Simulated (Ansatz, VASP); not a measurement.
PtSe2: VASP beside Ansatz

INCAR

```
PREC = Accurate ; ENCUT = 520
EDIFF = 1E-6 ; ISMEAR = -1
SIGMA = 0.05 ; LREAL = False
LASPH = True ; NELM = 100
ALGO = Fast ; ISIF = 2
LWAVE = False ; LCHARG = False
GGA = PE ; NBANDS = 31
```

Contents of KPOINTS:

```
regular mesh
0
Gamma
  5 5 8
```

Contents of POSCAR:

```
PtSe2
1.0
    5.7812847138      0.0000000000      0.0000000000
    0.0000000000      5.7812847138      0.0000000000
    0.0000000000      0.0000000000      4.0239650174
Pt Se
2 4
Direct
    0.0000000000      0.0000000000      0.0000000000
    0.5000000000      0.5000000000      0.5000000000
    0.3103489427      0.3103489427      0.0000000000
    0.6896510573      0.6896510573      0.0000000000
    0.8103489427      0.1896510573      0.5000000000
    0.1896510573      0.8103489427      0.5000000000
```

Input for Ansatz:

```yaml
crystal:
  lattice:
    - [5.7812847138, 0.0, 0.0]
    - [0.0, 5.7812847138, 0.0]
    - [0.0, 0.0, 4.0239650174]
  atoms:
    - { symbol: Pt, position: [0.0, 0.0, 0.0] }
    - { symbol: Pt, position: [0.5, 0.5, 0.5] }
    - { symbol: Se, position: [0.3103489427, 0.3103489427, 0.0] }
    - { symbol: Se, position: [0.6896510573, 0.6896510573, 0.0] }
    - { symbol: Se, position: [0.8103489427, 0.1896510573, 0.5] }
    - { symbol: Se, position: [0.1896510573, 0.8103489427, 0.5] }
kpoints:
  mp_grid: { grid: [5, 5, 8] }
  band_path:
    path:
      - [0.0, 0.0, 0.0]
      - [0.0, 0.5, 0.0]
      - [0.5, 0.5, 0.0]
      - [0.0, 0.0, 0.0]
      - [0.0, 0.0, 0.5]
      - [0.0, 0.5, 0.5]
      - [0.5, 0.5, 0.5]
      - [0.0, 0.0, 0.5]
      - [0.0, 0.5, 0.0]
    npoints: 8
scf:
  occupations: { method: fermi_dirac, width: 0.05 }
hamiltonian:
  xc: pbe
  pseudopotentials: { kind: all_electron, lapw: { basis_error: 0.0005 } }
output:
  forces: true
  stress: true
  eigenvalues: true
  populations: true
  dos: { projected: true, de: 0.2, e_range: [-14, 8] }
```

Measurements of this composition are mostly on another form, of space group No. 164.

Alike in both runs: task single point; functional PBE; k mesh 5 × 5 × 8; occupations fermi-dirac, width 0.05 eV; no spin polarisation.

|  | VASP | Ansatz |
| --- | --- | --- |
| version | VASP 6.6.1 | Ansatz 0.2.0 |
| potentials or method | VASP PAW PBE potentials, release 64 (Pt, Se) | all-electron LAPW, scalar-relativistic |
| plane-wave cutoff (eV) | 520 | see its input |

|  | VASP | Ansatz | Ansatz less VASP |
| --- | --- | --- | --- |
| pressure (GPa) | 0.0 | 0.0 | +0.04 |

Ansatz ran all-electron here, so the differences hold the error of VASP's frozen core and of both bases.

Spin-orbit coupling is left out, which matters for the levels of Pt.
